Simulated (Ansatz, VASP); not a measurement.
# One calculation of Cs, two programs

The input INCAR:

```
SYSTEM = Cs
  PREC = Accurate
  ENCUT = 520
  EDIFF = 1E-7
  ISMEAR = -1
  SIGMA = 0.1
  LREAL = .FALSE.
  LASPH = .TRUE.
  NELM = 60
  ALGO = Fast
  ISIF = 2
  LWAVE = .FALSE.
  LCHARG = .FALSE.
  GGA = RE
  NBANDS = 10
```

The input KPOINTS:

```
Automatic mesh
0
G
  7 7 7
  0 0 0
```

The input POSCAR:

```
Cs
1.0
    4.9832186704      0.0000000000      0.0000000000
    0.0000000000      4.9832186704      0.0000000000
    0.0000000000      0.0000000000      4.9832186704
Cs
1
Direct
    0.0000000000      0.0000000000      0.0000000000
```

Input for Ansatz:

```yaml
crystal:
  lattice:
    - [4.9832186704, 0.0, 0.0]
    - [0.0, 4.9832186704, 0.0]
    - [0.0, 0.0, 4.9832186704]
  atoms:
    - { symbol: Cs, position: [0.0, 0.0, 0.0] }
hamiltonian:
  xc: revpbe
  pseudopotentials:
    kind: paw
    azcp:
      Cs: "pseudopotentials/Cs.paw.azcp"
basis:
  ecutwfc: 420
  fft_grid_basis: typed
kpoints:
  mp_grid: { grid: [7, 7, 7], shift: [0, 0, 0] }
magnetization:
  spin_polarized: false
scf:
  occupations: { method: fermi_dirac, width: 0.1 }
  lower_state_search: "off"
output:
  stress: true
```

Alike in both runs: task single point; functional revPBE; k mesh 7 × 7 × 7; occupations fermi-dirac, width 0.1 eV; no spin polarisation.

```csv
,VASP,Ansatz
version,VASP 6.6.1,Ansatz 0.2.0
potentials or method,"VASP PAW PBE potentials, release 64 (Cs_sv)","plane waves (420 eV) with PAW, scalar-relativistic"
plane-wave cutoff (eV),520,420
valence electrons in the cell,9,9
```

```tsv
	VASP	Ansatz	Ansatz less VASP
pressure (GPa)	0.2	0.2	+0.01
```

Caveats: the PAW data sets were made with another functional, which shifts forces and pressure a little (VASP). Spin-orbit coupling is left out, which matters for the levels of Cs.
